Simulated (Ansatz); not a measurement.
# Ga (P-1) in Ansatz: convergence with k mesh

Aim: find how far k mesh must go before the results for Ga settle, at LDA. This setting moves, with any that are tied to it; all else stays.

All numbers are computed with Ansatz 0.2.0; they aren't measurements. Logs are shortened: lines on timing, memory, paths and dates and some standing lists are left out, and cuts for length are marked.

## Step 1: The cell of the first run

The typed cell holds 2 atoms: a = 4.316 Å, b = 4.316 Å, c = 3.170 Å, α = 90.00°, β = 90.00°, γ = 140.74°.

This isn't the form of Ga at room conditions, which is orthorhombic.

The cell isn't the ideal one: atoms moved at random, drawn with an rms of 0.05 Å.

## Step 2: With k mesh 3 × 3 × 3

input.yaml reads:

```yaml
crystal:
  lattice:
    - [1.45, -4.065, 0.0]
    - [1.45, 4.065, 0.0]
    - [0.0, 0.0, 3.17]
  atoms:
    - { symbol: Ga, position: [0.142651, 0.88362, 0.752161] }
    - { symbol: Ga, position: [0.86304, 0.146187, 0.261977] }
hamiltonian:
  xc: lda
  pseudopotentials: { kind: paw, level: accurate }
kpoints:
  mp_grid: { grid: [3, 3, 3] }
scf:
  occupations: { method: cold, width: 0.05 }
output:
  forces: true
  stress: true
  eigenvalues: true
```

Potentials or basis: Ansatz PAW earlier set.

On the command line:

```sh
> ansatz run input.yaml --threads 2 --pin off --max-ram 5632MiB --backend cpu --events-out ev --progress --plain --runs-dir out
```

Wall time 3.5 s (2 threads of Intel Xeon Platinum 8259CL at 2.50GHz (Skylake/Cascade Lake), shared host); peak memory 0.54 GiB.

What came out:

- Free energy: -16675.4730 eV
- Pressure: -3.7 GPa
- Largest force: 0.488 eV/Å
- Band gap on the k mesh: none (metal or under the smearing width)

## Step 3: With k mesh 4 × 4 × 3

Changes to input.yaml since step 2:

```diff
@@ -12,3 +12,3 @@
 kpoints:
-  mp_grid: { grid: [3, 3, 3] }
+  mp_grid: { grid: [4, 4, 3] }
 scf:
```

Potentials or basis: Ansatz PAW earlier set.

On the command line:

```sh
> ansatz run input.yaml --threads 2 --pin off --max-ram 5632MiB --backend cpu --events-out ev --progress --plain --runs-dir out
```

It took 5.9 s on 2 threads of Intel Xeon Platinum 8259CL at 2.50GHz (Skylake/Cascade Lake), shared host; peak memory 0.56 GiB.

What came out:

```yaml
Free_energy: -16675.7757 eV
Pressure: -2.2 GPa
Largest_force: 0.232 eV/Å
Band_gap_on_the_k_mesh: none (metal or under the smearing width)
```

## Step 4: With k mesh 5 × 5 × 4

Changes to input.yaml since step 3:

```diff
@@ -12,3 +12,3 @@
 kpoints:
-  mp_grid: { grid: [4, 4, 3] }
+  mp_grid: { grid: [5, 5, 4] }
 scf:
```

On the command line:

```sh
> ansatz run input.yaml --threads 2 --pin off --max-ram 5632MiB --backend cpu --events-out ev --progress --plain --runs-dir out
```

It took 7.8 s on 2 threads of Intel Xeon Platinum 8259CL at 2.50GHz (Skylake/Cascade Lake), shared host; peak memory 0.65 GiB.

What came out:

* Free energy: -16675.8853 eV
* Pressure: -4.0 GPa
* Largest force: 0.185 eV/Å
* Band gap on the k mesh: none (metal or under the smearing width)

## Step 5: With k mesh 6 × 6 × 5

Changes to input.yaml since step 4:

```diff
@@ -12,3 +12,3 @@
 kpoints:
-  mp_grid: { grid: [5, 5, 4] }
+  mp_grid: { grid: [6, 6, 5] }
 scf:
```

On the command line:

```sh
> ansatz run input.yaml --threads 2 --pin off --max-ram 5632MiB --backend cpu --events-out ev --progress --plain --runs-dir out
```

It took 16 s on 2 threads of Intel Xeon Platinum 8259CL at 2.50GHz (Skylake/Cascade Lake), shared host; peak memory 0.77 GiB.

Results:

| Quantity | Value |
| --- | --- |
| Free energy | -16675.8377 eV |
| Pressure | -3.8 GPa |
| Largest force | 0.053 eV/Å |
| Band gap on the k mesh | none (metal or under the smearing width) |

## Step 6: With k mesh 7 × 7 × 6

Changes to input.yaml since step 5:

```diff
@@ -12,3 +12,3 @@
 kpoints:
-  mp_grid: { grid: [6, 6, 5] }
+  mp_grid: { grid: [7, 7, 6] }
 scf:
```

Potentials or basis: Ansatz PAW earlier set.

On the command line:

```sh
> ansatz run input.yaml --threads 2 --pin off --max-ram 5632MiB --backend cpu --events-out ev --progress --plain --runs-dir out
```

It took 25 s on 2 threads of Intel Xeon Platinum 8259CL at 2.50GHz (Skylake/Cascade Lake), shared host; peak memory 0.94 GiB.

It converged, with:

| Property | Result |
| --- | --- |
| Free energy | -16675.8142 eV |
| Pressure | -3.2 GPa |
| Largest force | 0.057 eV/Å |
| Band gap on the k mesh | none (metal or under the smearing width) |

## Step 7: With k mesh 9 × 9 × 8

Changes to input.yaml since step 6:

```diff
@@ -12,3 +12,3 @@
 kpoints:
-  mp_grid: { grid: [7, 7, 6] }
+  mp_grid: { grid: [9, 9, 8] }
 scf:
```

On the command line:

```sh
> ansatz run input.yaml --threads 2 --pin off --max-ram 5632MiB --backend cpu --events-out ev --progress --plain --runs-dir out
```

Run time: 58 s. Hardware: 2 threads of Intel Xeon Platinum 8259CL at 2.50GHz (Skylake/Cascade Lake), shared host; peak memory 1.4 GiB.

The run converged. Its results:

```yaml
Free_energy: -16675.8556 eV
Pressure: -3.9 GPa
Largest_force: 0.055 eV/Å
Band_gap_on_the_k_mesh: none (metal or under the smearing width)
```

## Step 8: With k mesh 11 × 11 × 10

Changes to input.yaml since step 7:

```diff
@@ -12,3 +12,3 @@
 kpoints:
-  mp_grid: { grid: [9, 9, 8] }
+  mp_grid: { grid: [11, 11, 10] }
 scf:
```

On the command line:

```sh
> ansatz run input.yaml --threads 2 --pin off --max-ram 5632MiB --backend cpu --events-out ev --progress --plain --runs-dir out
```

Run time: 95 s. Hardware: 2 threads of Intel Xeon Platinum 8259CL at 2.50GHz (Skylake/Cascade Lake), shared host; peak memory 2.2 GiB.

Results (log left out):

```yaml
Free_energy: -16675.8347 eV
Pressure: -3.8 GPa
Largest_force: 0.036 eV/Å
Band_gap_on_the_k_mesh: none (metal or under the smearing width)
```

## Step 9: With k mesh 13 × 13 × 12

Changes to input.yaml since step 8:

```diff
@@ -12,3 +12,3 @@
 kpoints:
-  mp_grid: { grid: [11, 11, 10] }
+  mp_grid: { grid: [13, 13, 12] }
 scf:
```

Potentials or basis: Ansatz PAW earlier set.

On the command line:

```sh
> ansatz run input.yaml --threads 2 --pin off --max-ram 5632MiB --backend cpu --events-out ev --progress --plain --runs-dir out
```

Run time: 2.3 min. Hardware: 2 threads of Intel Xeon Platinum 8259CL at 2.50GHz (Skylake/Cascade Lake), shared host; peak memory 3.4 GiB.

Results (log left out):

```yaml
Free_energy: -16675.8393 eV
Pressure: -3.8 GPa
Largest_force: 0.042 eV/Å
Band_gap_on_the_k_mesh: none (metal or under the smearing width)
```

## Step 10: With k mesh 16 × 16 × 14

Changes to input.yaml since step 9:

```diff
@@ -12,3 +12,3 @@
 kpoints:
-  mp_grid: { grid: [13, 13, 12] }
+  mp_grid: { grid: [16, 16, 14] }
 scf:
```

Potentials or basis: Ansatz PAW earlier set.

On the command line:

```sh
> ansatz run input.yaml --threads 2 --pin off --max-ram 5632MiB --backend cpu --events-out ev --progress --plain --runs-dir out
```

The program printed:

```text
Warning: RAYON_NUM_THREADS=2 ignored (pool sized by the plan → 2); use --threads N
Engine: ansatz 0.2.0, x86_64-unknown-linux-gnu
Pseudopotentials: kind: paw, level: accurate
Pseudopotential: Ga, paw, valence charge 21, recommended cutoff 1300 eV (high), Ga.paw.azcp
Functional definition: SPW92
  exchange = slater_x
  correlation = pw_c
Crystal: 2 atoms, lattice volume = 37.370 Å³
Basis set: ecut = 1300 eV, 4013 PW (Γ)
Bands: 26, of which v1, the nominal top of the filled ones, is band 21 counted from 1 (20 counted from 0)
Symmetry: 2 space group operations
Space group: P-1 (ITA 2), of the structure as read, at distance tolerance 3.3e-5 Å
k-points: 1796 of 3584
Non-local potential: Ga, projectors of the file, l = 0: 3, l = 1: 3, l = 2: 3, l = 3: 2
PAW form: soft (Blöchl's): semilocal exchange-correlation on the pseudo side does not see the compensation charge
PAW frozen core: Ga, regenerated for the run's functional, and the local potential with it (the file was generated under x = pbe(κ = 0.804, μ = 0.2195149727645171), c = pbe(β = 0.06672455060314922))
PAW one-centre angular grid: Ga, 590 points (default); XC on 64 Gauss nodes
Initial density: superposition of atomic densities (chi_scale 0.1, normalization cell)
Initial wavefunctions: pseudopotential atomic-orbital guess
Functional: x = slater, c = lda
SCF iter   1: F=—  HF=-16675.967410 eV  |F-HF|=—  |Δ(HF+E_count)|=         —  Δρ=4.03e-2  dr2=3.69e-1  ethr=3.10e-3  ⟨swp⟩=5.4  Hψ=204500  notcnv=0
preconditioner: auto → Kerker (q_TF=auto, 2.782 Å⁻¹)  [metal: Δε(μ)=0.001 eV  Ē_g=17.445 eV  σ=0.050 eV  W_gap=0.01  n_scr=12 (ndim 8)  ℏωp=31.0 eV  f_vac=0.000  D(μ)=0.99/eV (n_scr^D=4)]
SCF iter   2: F=—  HF=-16675.862230 eV  |F-HF|=—  |Δ(HF+E_count)|=   1.05e-1  S|Δr|=    0.00e0  Δρ=1.61e-2  dr2=5.56e-2  ethr=8.79e-4  ⟨swp⟩=3.0  Hψ=99078  notcnv=0  defer=1509
SCF iter   3: F=—  HF=-16675.847837 eV  |F-HF|=—  |Δ(HF+E_count)|=   1.44e-2  S|Δr|=    0.00e0  Δρ=8.64e-3  dr2=2.45e-2  ethr=1.32e-4  ⟨swp⟩=2.0  Hψ=53905  notcnv=0  defer=1508
SCF iter   4: F=—  HF=-16675.839138 eV  |F-HF|=—  |Δ(HF+E_count)|=   8.70e-3  S|Δr|=    0.00e0  Δρ=1.21e-3  dr2=3.79e-4  ethr=5.82e-5  ⟨swp⟩=2.3  Hψ=76528  notcnv=0  defer=1508
SCF iter   5: F=—  HF=-16675.839075 eV  |F-HF|=—  |Δ(HF+E_count)|=   6.28e-5  S|Δr|=    0.00e0  Δρ=3.43e-4  dr2=3.22e-5  ethr=9.02e-7  ⟨swp⟩=2.1  Hψ=68457  notcnv=0  defer=1508
SCF iter   6: F=—  HF=-16675.839110 eV  |F-HF|=—  |Δ(HF+E_count)|=   3.46e-5  S|Δr|=    0.00e0  Δρ=6.29e-5  dr2=2.77e-6  ethr=7.67e-8  ⟨swp⟩=2.9  Hψ=69150  notcnv=0  defer=1508
SCF iter   7: F=—  HF=-16675.839109 eV  |F-HF|=—  |Δ(HF+E_count)|=   7.47e-7  S|Δr|=    0.00e0  Δρ=3.52e-5  dr2=1.82e-7  ethr=6.60e-9  ⟨swp⟩=2.0  Hψ=49374  notcnv=0  defer=1508
SCF iter   8: F=-16675.839109 eV  HF=-16675.839109 eV  |F-HF|=3.07e-9  |Δ(HF+E_count)|=   2.81e-8  S|Δr|=    0.00e0  Δρ=7.13e-6  dr2=6.27e-9  ethr=2.38e-10  ⟨swp⟩=9.8  Hψ=217267  notcnv=0
SCF 1 converged in 8 iterations: F = -16675.839109 eV  dr2 = 6.27e-9
SCF converged after 8 iterations
Stability not checked: this state was not tested for a lower state beside it, because cold or Methfessel-Paxton smearing, or corrected tetrahedra, fill the levels in a way that the test cannot read (fill_not_monotonic; see scf.lower_state_search)
Free energy (F): -16675.839109 eV
Harris-Foulkes:  -16675.839109 eV  (|F-HF|=3.07e-9)
Internal energy: -16675.838970 eV  (E = F + TS)
E sigma→0 (E₀):  -16675.839063 eV
Entropy (-TS):   -0.000139 eV (-0.070 meV/atom)
Fermi energy:    11.219819 eV
--- Per-component energies (eV) ---
  E_band       = -1557.461541
  E_kinetic    = 1566.340604
  E_local      = -17131.944168  (includes V_loc(G=0)·N_el)
  E_nonlocal   = 3591.262337
  E_hartree    = 6441.154838
  E_xc         = -316.982694
  E_vxc        = -412.354143  (∫ρ·V_xc dr)
  E_paw        = -3986.692926  (= ΣΔE_a)
  E_vpaw       = -2053.084147  (= ΣTr[D̂ρ^β])
  E_aug_tail   = 0.000043  (compensation charges beyond the density's cutoff)
  E_ewald      = -6839.930594
  E_core_change = 0.953589  (= ΣΔE_core)
  E_smearing   = -0.000139  (= −TS)
  E_closure    = -0.000000  (closes the sum)
  Σ components = -16675.839109   (vs F -16675.839109, Δ=0.00e0)
--- Forces (eV/Å), atoms counted from 1 ---
  atom   1  Ga    -0.00632766    -0.02199399     0.03274588
  atom   2  Ga     0.00632766     0.02199399    -0.03274588
  max |Σ_I F_I| component: 0.00e0 eV/Å
--- Stress (GPa, compression-positive) ---
       -4.526570      -0.042452      -0.013756
       -0.042452      -4.440778       0.006751
       -0.013756       0.006751      -2.476945
  P = ⅓ Tr σ = -3.8148 GPa (-38.148 kbar)
--- Band table (eV; the first three rows and the last of 1796) ---
  k-point 0: bands = ["-131.7074", "-131.7065", "-82.9332", "-82.9288", "-82.9234", "-82.9222", "-82.9152", "-82.9072", "-4.0082", "-3.9775", "-3.9113", "-3.9034", "-3.7243", "-3.7012", "-3.6584", "-3.6517", "-3.6393", "-3.4968", "-0.0454", "9.0034", "9.5444", "14.0648", "17.8494", "18.8361", "20.0422", "21.6193"]
  k-point 1: bands = ["-131.7074", "-131.7065", "-82.9332", "-82.9289", "-82.9233", "-82.9222", "-82.9151", "-82.9073", "-3.9994", "-3.9831", "-3.9048", "-3.8991", "-3.7323", "-3.7158", "-3.6514", "-3.6455", "-3.6329", "-3.5049", "0.0319", "9.0937", "9.5379", "13.2706", "18.8480", "18.9085", "20.1058", "21.3975"]
  k-point 2: bands = ["-131.7073", "-131.7065", "-82.9331", "-82.9292", "-82.9233", "-82.9222", "-82.9148", "-82.9076", "-3.9975", "-3.9690", "-3.9039", "-3.8764", "-3.7510", "-3.7413", "-3.6515", "-3.6250", "-3.6185", "-3.5276", "0.2645", "9.3628", "9.4045", "12.0114", "19.1228", "20.1925", "20.2548", "20.3391"]
  k-point 1795: bands = ["-131.7069", "-131.7069", "-82.9323", "-82.9323", "-82.9228", "-82.9226", "-82.9107", "-82.9105", "-3.9369", "-3.9275", "-3.8748", "-3.8672", "-3.7503", "-3.7416", "-3.6551", "-3.6428", "-3.6253", "-3.6230", "5.4665", "5.5533", "7.0435", "7.1239", "20.6023", "20.7921", "22.5198", "22.5664"]
```

It took 4.5 min on 2 threads of Intel Xeon Platinum 8259CL at 2.50GHz (Skylake/Cascade Lake), shared host; peak memory 5.1 GiB.

What came out:

```yaml
Free_energy: -16675.8391 eV
Pressure: -3.8 GPa
Largest_force: 0.040 eV/Å
Band_gap_on_the_k_mesh: none (metal or under the smearing width)
```

## Step 11: Summary

| k mesh | energy less the tightest run, at zero smearing (meV/atom) | pressure (GPa) | largest force (eV/Å) | SCF cycles | CPU time (s) | peak memory (GiB) |
| --- | --- | --- | --- | --- | --- | --- |
| 3 × 3 × 3 | 183.70 | -3.71 | 0.488 | 8 | 6.3 | 0.54 |
| 4 × 4 × 3 | 31.49 | -2.24 | 0.232 | 7 | 11 | 0.56 |
| 5 × 5 × 4 | -23.07 | -3.96 | 0.185 | 7 | 15 | 0.65 |
| 6 × 6 × 5 | 0.63 | -3.77 | 0.053 | 7 | 30 | 0.77 |
| 7 × 7 × 6 | 12.52 | -3.16 | 0.057 | 8 | 49 | 0.94 |
| 9 × 9 × 8 | -8.29 | -3.90 | 0.055 | 8 | 110 | 1.4 |
| 11 × 11 × 10 | 2.17 | -3.80 | 0.036 | 7 | 190 | 2.2 |
| 13 × 13 × 12 | -0.06 | -3.76 | 0.042 | 8 | 270 | 3.4 |
| 16 × 16 × 14 | 0.00 | -3.81 | 0.040 | 8 | 530 | 5.1 |

Against the tightest run, the energy stays within 1 meV/atom from 13 × 13 × 12 on; the pressure stays within 0.1 GPa from 9 × 9 × 8 on; the largest force stays within 0.005 eV/Å from 11 × 11 × 10 on. Meshes of other sizes hit other points, so gaps and Fermi surfaces needn't settle smoothly. The tightest run that finished is the yardstick and may itself not be fully converged.

Caveats: the PAW data sets come from PBE, with cores solved anew for the run's functional, which leaves a small shift of forces and pressure.
